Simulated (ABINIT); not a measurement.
Crystal: AlCu.

```
Cu Al
1.0
     2.99751    0.00000    0.00000
     0.00000    2.99751    0.00000
     0.00000    0.00000    2.99751
Cu Al
1 1
Direct
  0.50000 0.50000 0.50000
  0.00000 0.00000 0.00000
```

The cell comes from a database or a generator and needn't be the stable form of this composition.

* Program: ABINIT 10.8.3 (patched build)
* Task: single point
* Functional: PBEsol
* Potentials or basis: PseudoDojo NC SR PBEsol v0.4.1 standard
* Cutoff: 1252 eV
* k mesh: 9 × 9 × 9
* Occupations: fermi-dirac, width 0.05 eV
* Spin: no spin polarisation

On this cell: pressure -5.0 GPa; largest force zero by symmetry; band gap on the k mesh none (metal or under the smearing width).

The same run follows on a disturbed copy (atoms moved at random, drawn with an rms of 0.05 Å):

```
Cu Al
1.0
     2.99751    0.00000    0.00000
     0.00000    2.99751    0.00000
     0.00000    0.00000    2.99751
Cu Al
1 1
Direct
  0.50650 0.49273 0.49086
  0.00522 0.98832 0.99438
```

**Question.** What does the disturbed cell give?

**Answer.** The energy (extrapolated to zero smearing) moves by +0.3 meV/atom; pressure -5.0 GPa; largest force 0.066 eV/Å; band gap on the k mesh none (metal or under the smearing width).

Forces on the atoms (eV/Å):
```
Cu  -0.015 -0.050  0.040
Al   0.015  0.050 -0.040
```
